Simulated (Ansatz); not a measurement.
## Computed properties of Mg

```yaml
crystal:
  lattice:
    - [3.20927, 0.00000, 0.00000]
    - [-1.60464, 2.77931, 0.00000]
    - [0.00000, 0.00000, 5.21033]
  atoms:
    - { symbol: Mg, position: [0.33333, 0.66667, 0.25000] }
    - { symbol: Mg, position: [0.66667, 0.33333, 0.75000] }
```

Atom numbers follow the list: Mg1, Mg2.

The cell is COD entry 9008506, as deposited and not checked against the literature; nothing was relaxed.

Method: DFT, PBE, all-electron LAPW, scalar-relativistic in Ansatz 0.2.0.

Numerical set-up: a Γ-centred 12×12×7 k mesh, Fermi–Dirac smearing of 0.05 eV, basis error target 1 meV/atom, no spin polarisation.

```yaml
Band_gap: "none: bands cross the Fermi level, a metal"
Volume_per_atom: 23.24 Å³
```

**Question.** Predict this quantity. Stress xx, yy, zz (compression positive).

**Answer.** -0.20, -0.20, -1.06 GPa.

**Question.** Give the computed value. Density of states at the Fermi level (0.2 eV bin).

**Answer.** 0.66 states/eV per cell.

**Question.** Predict this quantity. Pressure at this cell.

**Answer.** -0.49 GPa.
